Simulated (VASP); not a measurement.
Calculation: PBE GGA, VASP's PBE PAW potentials (set 64) (plane waves; VASP 6.6.1).

The input files of a VASP run:

File KPOINTS:
```
kpoints
0
Gamma
 6 6 6
```

INCAR:
```
# general
SYSTEM  = Li3N
PREC    = Accurate
ENCUT   = 600
LREAL   = .FALSE.   # projection in real space or not
LASPH   = .TRUE.

# electronic loop
EDIFF   = 1E-7   # SCF stop (eV)
NELM    = 100   # most electronic steps
ALGO    = Normal

# smearing
ISMEAR  = 0
SIGMA   = 0.05

# functional
GGA     = PE

# ions
IBRION  = 2   # conjugate gradients
NSW     = 40
ISIF    = 3
EDIFFG  = -0.01
PSTRESS = 150   # kbar

# output
LWAVE   = .FALSE.
LCHARG  = .FALSE.
```

### POSCAR
```
Li3N
1
    1.7023964398    -2.9486374056     0.0000000000
    1.7023964398     2.9486374056     0.0000000000
    0.0000000000    -0.0000000000     3.6188965773
Li N
3 1
Direct
  0.3333330000   0.6666670000   1.0000000000
  0.6666670000   0.3333330000   0.0000000000
  1.0000000000   1.0000000000   0.5000000000
  1.0000000000   1.0000000000   0.0000000000
```

POTCAR, in this order: Li_sv N (PBE.64 set). Program: vasp_std.

Output

File OSZICAR:
```
       N       E                     dE             d eps       ncg     rms          rms(c)
DAV:   1     0.623856352888E+02    0.62386E+02   -0.72930E+03   616   0.151E+03
DAV:   2    -0.118526058206E+02   -0.74238E+02   -0.69189E+02   824   0.292E+02
DAV:   3    -0.191467209158E+02   -0.72941E+01   -0.72513E+01   952   0.825E+01
DAV:   4    -0.198200695942E+02   -0.67335E+00   -0.67241E+00   962   0.188E+01
DAV:   5    -0.198264237902E+02   -0.63542E-02   -0.63539E-02   835   0.238E+00    0.104E+01
DAV:   6    -0.154297291684E+02    0.43967E+01   -0.24467E+01   759   0.257E+01    0.411E+00
DAV:   7    -0.153542656138E+02    0.75464E-01   -0.11936E+00   868   0.710E+00    0.246E+00
DAV:   8    -0.152988721434E+02    0.55393E-01   -0.31353E-01   735   0.510E+00    0.107E+00
DAV:   9    -0.152890086973E+02    0.98634E-02   -0.55064E-02   754   0.167E+00    0.323E-01
DAV:  10    -0.152897117204E+02   -0.70302E-03   -0.29310E-03   768   0.429E-01    0.660E-02
DAV:  11    -0.152896589063E+02    0.52814E-04   -0.10199E-03   817   0.187E-01    0.204E-02
DAV:  12    -0.152896605229E+02   -0.16166E-05   -0.77220E-05   765   0.661E-02    0.131E-02
DAV:  13    -0.152896596851E+02    0.83777E-06   -0.12384E-05   805   0.275E-02    0.133E-03
DAV:  14    -0.152896595146E+02    0.17049E-06   -0.75665E-07   883   0.780E-03    0.911E-04
DAV:  15    -0.152896593673E+02    0.14736E-06   -0.10352E-07   460   0.250E-03    0.171E-04
DAV:  16    -0.152896593534E+02    0.13834E-07   -0.16179E-08   434   0.148E-03
   1 F= -.11888172E+02 E0= -.11888172E+02  d E =-.118882E+02
       N       E                     dE             d eps       ncg     rms          rms(c)
DAV:   1    -0.152988815390E+02   -0.92222E-02   -0.60430E-03   649   0.786E-01    0.122E-01
DAV:   2    -0.152986726172E+02    0.20892E-03   -0.22125E-03   787   0.340E-01    0.613E-02
DAV:   3    -0.152986410816E+02    0.31536E-04   -0.10834E-04   780   0.883E-02    0.393E-02
DAV:   4    -0.152986448803E+02   -0.37988E-05   -0.33297E-05  1083   0.475E-02    0.900E-03
DAV:   5    -0.152986432498E+02    0.16305E-05   -0.55681E-06   868   0.246E-02    0.241E-03
DAV:   6    -0.152986431609E+02    0.88962E-07   -0.41556E-07   721   0.612E-03
   2 F= -.11888290E+02 E0= -.11888290E+02  d E =-.118857E-03
```

**OUTCAR**
```
------------------------ aborting loop because EDIFF is reached ----------------------------------------
  FORCE on cell =-STRESS in cart. coord.  units (eV):
  Direction    XX          YY          ZZ          XY          YZ          ZX
  --------------------------------------------------------------------------------------
  Total        3.4244568      3.4244575      3.4120542      0.0000000      0.0000000      0.0000000
  in kB      150.6203507    150.6203814    150.0748379      0.0000000      0.0000000      0.0000000
  external PRESSURE =       0.4385233 kB  Pullay stress =     150.0000000 kB
  volume of cell :       36.43
      direct lattice vectors                 reciprocal lattice vectors
     1.704156044 -2.951685153  0.000000000     0.293400362 -0.169394761 -0.000000000
     1.704156044  2.951685153 -0.000000000     0.293400362  0.169394761  0.000000000
     0.000000000 -0.000000000  3.620839212     0.000000000  0.000000000  0.276179068
 POSITION                                       TOTAL-FORCE (eV/Angst)
 -----------------------------------------------------------------------------------
      1.70416      0.98390     -0.00000        -0.000000     -0.000000     -0.000000
      1.70416     -0.98390     -0.00000         0.000000     -0.000000      0.000000
      3.40831     -0.00000      1.81042        -0.000000     -0.000000      0.000000
      3.40831      0.00000     -0.00000        -0.000000      0.000000      0.000000
 -----------------------------------------------------------------------------------
    total drift:                                0.000000      0.000000      0.000000
  FREE ENERGIE OF THE ION-ELECTRON SYSTEM (eV)
  ---------------------------------------------------
  free  energy   TOTEN  =       -15.2986431609 eV

  energy  without entropy=      -15.2986431609  energy(sigma->0) =      -15.29864316
  enthalpy is  TOTEN    =       -11.8882904148 eV   P V=        3.4103527461

 reached required accuracy - stopping structural energy minimisation
```
(Selected blocks of OUTCAR.)

CONTCAR:
```
Li3N
   1.00000000000000
     1.7041560438089489   -2.9516851527516450    0.0000000000000000
     1.7041560438089489    2.9516851527516450   -0.0000000000000000
     0.0000000000000000   -0.0000000000000000    3.6208392122882369
  Li              N
     3     1
Direct
     0.3333330000000032    0.6666669999999968    0.0000000000000000
     0.6666669999999968    0.3333330000000032    0.0000000000000000
     1.0000000000000000    1.0000000000000000    0.5000000000000000
     1.0000000000000000    1.0000000000000000    0.0000000000000000
```

The compound is Li3N in the alpha structure. This run relaxes it under an external pressure of 15 GPa. Symmetry was kept, so distortions that lower it aren't found.
